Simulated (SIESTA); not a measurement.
ZnSiP2 under changes of volume

One of the cells (18.876 Å³/atom); the others are scaled copies at fixed shape and fractional positions:

```
CELL_PARAMETERS angstrom
-2.68670 2.68670 5.23003
2.68670 -2.68670 5.23003
2.68670 2.68670 -5.23003
ATOMIC_POSITIONS crystal
Zn 0.75000 0.25000 0.50000
Zn 0.00000 0.00000 0.00000
P 0.14230 0.62500 0.01730
P 0.60770 0.12500 0.98270
P 0.87500 0.85770 0.48270
P 0.37500 0.39230 0.51730
Si 0.25000 0.75000 0.50000
Si 0.50000 0.50000 0.00000
```

The cell is a database's computed one.

```yaml
Program: SIESTA 5.4.2
Functional: PBEsol
Potentials_or_basis: PseudoDojo 0.4 standard (PBEsol files)
Basis: DZP (energy shift 0.003 Ry; two zetas on semicore shells)
Grid_cutoff: 800 Ry
Energy_shift: 0.003 Ry
k_mesh: 5 × 5 × 5
Occupations: fermi-dirac, width 0.05 eV
Spin: no spin polarisation
```

```csv
volume (Å³/atom),energy over the lowest point (meV/atom),pressure (GPa),gap on the mesh (eV),largest force (eV/Å)
17.744,27.18,7.4,1.06,0.369
18.121,12.53,4.9,1.11,0.309
18.499,?,?,?,?
18.876,0.00,0.7,1.19,0.187
19.254,0.59,-1.2,1.23,0.141
19.631,5.40,-2.8,1.27,0.098
20.009,13.85,-4.3,1.31,0.053
```

Question: What does the run at 18.499 Å³/atom give?

Answer: Energy over the lowest point 3.85 meV/atom; pressure 2.6 GPa; gap on the mesh 1.15 eV; largest force 0.246 eV/Å.

Worked out: A Birch-Murnaghan fit of order 3 (a polynomial in V^(-2/3)) to the other rows has its minimum at 19.00 Å³/atom with B0 = V·E''(V) = 93 GPa and B' = 4.8 at fixed shape and positions, which overstates the stiffness. It gives 3.70 meV/atom at 18.499 Å³/atom, against the run's 3.85, and -dE/dV = 2.6 GPa, against 2.6. A straight line through the other rows of the gap, of slope 2.05 eV per unit of ln V (its deformation potential), gives 1.15 eV, against the run's 1.15.

Energies are extrapolated to zero smearing.

Caveats: short orbitals over semicore shells can move pressures by several GPa; the valence orbitals were made in a potential fitted to the semicore shell under them, which widens gaps by tenths of an eV or more; an odd mesh through Γ misses points on the zone boundary, where band edges often lie; the basis of atomic orbitals isn't converged, which shifts pressures, moduli and gaps.
